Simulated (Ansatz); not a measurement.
Before relaxation, upper atoms moved at random (sigma 0.25 A) (C, Fmmm (No. 69), (0 1 1) face):

```xyz
20
Lattice="2.4589 0.0000 0.0000 0.0000 8.5230 0.0000 0.0000 0.0000 22.9926" Properties=species:S:1:pos:R:3 pbc="T T T"
C     1.2294    1.4188    7.5000
C     1.2294    5.6803    7.5000
C     0.0000    1.7733    8.1146
C     0.0000    6.0348    8.1146
C     0.0000    2.4828    9.3445
C     0.0000    6.7443    9.3445
C     1.2294    2.8374    9.9591
C     1.2294    7.0988    9.9591
C     1.1993    3.6173   11.1613
C     1.1960    7.8393   11.1702
C     0.0607    4.0011   11.7663
C    -0.0179    8.1839   11.7398
C    -0.0326    4.7774   12.9680
C     0.1131    0.5085   13.0060
C     1.4012    5.2385   13.3796
C     0.9333    1.2383   13.0121
C     1.3416    6.4218   14.9394
C     1.2802    1.5613   14.8193
C     0.1669    6.7072   15.3222
C     0.0433    2.1020   15.6170
```

These are results of DFT PBEsol, scalar-relativistic, plane waves, PAW in Ansatz 0.2.0, not measurements. Cutoff 420 eV; k points 11×3×1 on the computed 20-atom cell (Γ-centred); Gaussian smearing, width 0.05 eV; no spin polarisation. A dipole correction removes the field between periodic images along c.

Atoms 1, 2, 3, 4, 5, 6, 7, 8 (counted from 1) are held. The cell is fixed. Force threshold 0.02 eV/Å.

| step | E − E_final (eV) | largest force (eV/Å) |
| --- | --- | --- |
| 1 | 11.857 | 22.228 |
| 2 | 4.862 | 7.241 |
| 3 | 1.764 | 3.503 |
| 4 | 0.494 | 2.214 |
| 5 | 0.084 | 1.031 |
| 6 | 0.011 | 0.096 |
| 7 | 0.009 | 0.173 |
| 8 | 0.001 | 0.027 |
| 9 | 0.000 | 0.008 |
| 10 | 0.000 | 0.013 |

Task: What is the final structure?

Result:
```
CELL_PARAMETERS angstrom
2.45885 0.00000 0.00000
0.00000 8.52296 0.00000
0.00000 0.00000 22.99262
ATOMIC_POSITIONS crystal
C 0.50000 0.16646 0.32619
C 0.50000 0.66646 0.32619
C 0.00000 0.20806 0.35292
C 0.00000 0.70806 0.35292
C 0.00000 0.29131 0.40641
C 0.00000 0.79131 0.40641
C 0.50000 0.33291 0.43314
C 0.50000 0.83291 0.43314
C 0.50001 0.42120 0.48586
C 0.50001 0.92114 0.48587
C 0.00000 0.46642 0.51157
C 0.00002 0.96629 0.51159
C 0.00001 0.56083 0.56299
C 0.00001 0.06049 0.56307
C 0.50000 0.60818 0.58764
C 0.50002 0.10772 0.58775
C 0.50005 0.71034 0.63910
C 0.49998 0.20954 0.63929
C 0.00005 0.75477 0.66026
C 0.99998 0.25384 0.66049
```

The reference crystal is a form of C, which isn't its usual structure.

Cost: 1 run of about 13 core-minutes, on Intel Xeon Platinum 8488C (Sapphire Rapids) (shared hosts).